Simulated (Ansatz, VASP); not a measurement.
**Two plane-wave programs on GaP2**

File INCAR:

```
SYSTEM = GaP2
  PREC = Accurate
  ENCUT = 600
  EDIFF = 1E-6
  ISMEAR = 0
  SIGMA = 0.1
  LREAL = .False.
  LASPH = .True.
  NELM = 60
  ALGO = Normal
  ISIF = 3
  LWAVE = .False.
  LCHARG = .False.
  GGA = PE
  IBRION = 2
  NSW = 90
  EDIFFG = -0.04
```

File KPOINTS:

```
regular mesh
0
Gamma
  4 4 4
  0 0 0
```

File POSCAR:

```
GaP2
1.0
    0.0000000000      3.2759311200      3.2759311200
    3.2759311200      0.0000000000      3.2759311200
    3.2759311200      3.2759311200      0.0000000000
Ga P
1 2
Direct
    0.5000000000      0.5000000000      0.5000000000
    0.2500000000      0.2500000000      0.2500000000
    0.0000000000      0.0000000000      0.0000000000
```

Input for Ansatz:

```yaml
crystal:
  lattice:
    - [0.0, 3.27593112, 3.27593112]
    - [3.27593112, 0.0, 3.27593112]
    - [3.27593112, 3.27593112, 0.0]
  atoms:
    - { symbol: Ga, position: [0.5, 0.5, 0.5] }
    - { symbol: P, position: [0.25, 0.25, 0.25] }
    - { symbol: P, position: [0.0, 0.0, 0.0] }
basis:
  ecutwfc: 420
kpoints:
  mp_grid: { grid: [4, 4, 4] }
hamiltonian:
  xc: pbe
scf:
  occupations: { method: gaussian, width: 0.1 }
  lower_state_search: "off"
output:
  forces: true
  stress: true
  eigenvalues: true
relax:
  adjacent_minimum: "off"
  f_tol: 0.04
  max_steps: 70
  cell: { stress_tol: 0.4 }
```

Alike in both runs: task relaxation of cell and atoms; functional PBE; k mesh 4 × 4 × 4; occupations gaussian, width 0.1 eV; no spin polarisation.

```csv
,VASP,Ansatz
version,VASP 6.6.1,Ansatz 0.2.0
potentials or method,"VASP PAW PBE potentials, release 64 (Ga_d, P)","scalar-relativistic, plane waves, PAW"
plane-wave cutoff (eV),600,420
valence electrons in the cell,23,23
```

Ansatz gave:

```
gap on the k mesh at the Fermi level, each at its own relaxed structure (eV) : none
relaxed volume (Å³/atom)                                                     : 19.23
relaxed cell length with the largest relative difference (Å)                 : 4.337
energy change over the relaxation (meV/atom)                                 : -127
```

What did VASP give for the same quantities?

gap on the k mesh at the Fermi level, each at its own relaxed structure (eV): none; relaxed volume (Å³/atom): 19.17; relaxed cell length with the largest relative difference (Å): 4.332; energy change over the relaxation (meV/atom): -127.

A gap of «none» marks a metal or a gap that the smearing closes.

Caveats: the k mesh is coarse (spacing up to 0.42 Å⁻¹), so the values aren't converged; the volume moved by over 15 % at a fixed basis, so the end points are rough (VASP).
